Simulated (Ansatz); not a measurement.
**SiC (F-43m), generalised stacking fault**

The calculation used DFT PBE, scalar-relativistic, plane waves, PAW (Ansatz 0.2.0). Cutoff 420 eV, Γ-centred 10×10×2 k-points, Gaussian smearing of 0.05 eV. No spin polarisation. Energies are free energies at this smearing, counted from the undisturbed cell; pressure is positive in compression.

The starting cell (relaxed at this level):

```xyz
12
Lattice="2.1899 -2.1899 0.0000 2.1899 0.0000 -2.1899 8.7595 8.7595 8.7595" Properties=species:S:1:pos:R:3 pbc="T T T"
Si    3.4670    3.4670    3.4670
Si    3.4670    1.2771    1.2771
Si    7.8467    3.4670    3.4670
Si    7.8467    7.8467    7.8467
Si    7.8467    5.6569    5.6569
Si    3.4670   -0.9127   -0.9127
C     6.7518    2.3721    2.3721
C     2.3721    2.3721    2.3721
C     6.7518    4.5619    4.5619
C    11.1315    6.7518    6.7518
C     6.7518    6.7518    6.7518
C     2.3721    0.1822    0.1822
```

The cut lies on the cell's a–b face, a (1 -1 1) plane (indices in the standard cell, whose axes needn't be the Cartesian ones shown) of area 8.31 Å², between layers 1.90 Å apart. Vector c is tilted by f times 1·a + 0·b (length 3.097 Å) with the atoms' Cartesian places fixed: one unrelaxed fault a cell.

```tsv
f	γ (mJ/m²)
0.0000	0
0.1000	284
0.2000	1105
0.3000	2287
0.4000	3385
0.5000	3827
```

(1) Predict the gap on the mesh (eV) at each point.

Answers

(1)
| f | gap on the mesh (eV) |
| --- | --- |
| 0.0000 | 1.37 |
| 0.1000 | 1.14 |
| 0.2000 | 0.83 |
| 0.3000 | 0.56 |
| 0.4000 | 0.65 |
| 0.5000 | 1.04 |

Cost: 6 runs of about 1.6 core-minutes in all, on Intel Xeon 6975P-C (Granite Rapids) (shared hosts).